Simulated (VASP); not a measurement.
Set up this calculation in VASP 6.6.1, as the native input.

```yaml
Task: relaxation of cell and atoms
Functional: r2SCAN
Potentials_or_basis: VASP PAW PBE potentials, release 64 (Cr_pv)
Cutoff: 600 eV
k_mesh: 6 × 6 × 4
Occupations: gaussian, width 0.1 eV
Spin: no spin polarisation
Dipole_correction: no
Further_INCAR_settings: ALGO = Normal; EDIFF = 1e-07; IBRION = 2; EDIFFG = -0.04; NSW = 90; ISIF = 3
```

The system is Cr.

```
Cr
1.0
     2.01021   -3.40693    0.00000
     2.01021    3.40693    0.00000
     0.00000    0.00000    4.02577
Cr
4
Cartesian
  2.0102 2.3678 0.3160
  2.0102 -1.0391 1.6969
  2.0102 -2.3678 3.7097
  2.0102 1.0391 2.3289
```

The cell was built by a generator and needn't be a form met in nature.

One way to write it, as run:

POSCAR

```
Cr
1.0
    2.0102088612     -3.4069312307      0.0000000000
    2.0102088612      3.4069312307      0.0000000000
    0.0000000000      0.0000000000      4.0257655634
Cr
4
Direct
    0.1525000000      0.8475000000      0.0785000000
    0.6525000000      0.3475000000      0.4215000000
    0.8475000000      0.1525000000      0.9215000000
    0.3475000000      0.6525000000      0.5785000000
```

INCAR.step1

```
PREC     = Accurate       # precision mode
ENCUT    = 600            # plane-wave cutoff, eV
ISMEAR   = 0              # smearing method
SIGMA    = 0.1            # smearing width, eV
LREAL    = F              # projectors in reciprocal space
LASPH    = T              # aspherical terms in the spheres
NELM     = 80             # most SCF steps
GGA      = PE             # functional
ALGO     = Normal         # electronic algorithm
EDIFF    = 1E-4           # SCF threshold, eV
LWAVE    = T              # write WAVECAR
LCHARG   = F              # write CHGCAR
```

INCAR.step2

```
PREC     = Accurate       # precision mode
ENCUT    = 600            # plane-wave cutoff, eV
EDIFF    = 1E-7           # SCF threshold, eV
ISMEAR   = 0              # smearing method
SIGMA    = 0.1            # smearing width, eV
LREAL    = F              # projectors in reciprocal space
LASPH    = T              # aspherical terms in the spheres
NELM     = 80             # most SCF steps
ALGO     = Normal         # electronic algorithm
ISIF     = 3              # what is computed and relaxed
LWAVE    = F              # write WAVECAR
LCHARG   = F              # write CHGCAR
METAGGA  = R2SCAN         # meta-GGA
LMIXTAU  = T            
IBRION   = 2              # ionic algorithm
NSW      = 90             # ionic steps
EDIFFG   = -0.04          # ionic threshold
ISTART   = 1
```

KPOINTS

```
regular mesh
0
Gamma
  6 6 4
```

Potentials or basis: VASP PAW PBE potentials, release 64 (Cr_pv).

The run is started by

```console
$ cat potpaw_PBE.64/Cr_pv/POTCAR > POTCAR
$ cp INCAR.step1 INCAR
$ mpirun -np 1 vasp_std > vasp.out
$ cp INCAR.step2 INCAR
$ mpirun -np 1 vasp_std > vasp.out
```

Results of the run:

```
Relaxed volume                         : 11.83 Å³/atom
Relaxed cell                           : a = 4.766 Å, b = 4.766 Å, c = 2.774 Å, α = 90.00°, β = 90.00°, γ = 131.32°
Space group after relaxing (to 0.05 Å) : Fmmm (No. 69)
Energy gained by relaxing              : 593.4 meV/atom
Ionic steps                            : 29
Pressure after relaxing                : -0.1 GPa
Largest force after relaxing           : 0.035 eV/Å
Band gap on the k mesh                 : none (metal or under the smearing width)
```

Caveat: the k mesh is coarse (spacing up to 0.39 Å⁻¹), so the values aren't converged; the PAW data sets were made with another functional, which shifts forces and pressure a little; the run has no spin polarisation, though such a crystal can be magnetic.

It took 72 min on 1 thread of AMD EPYC 9R45 96-Core Processor (Zen 5) (shared host), peak memory 0.21 GiB.
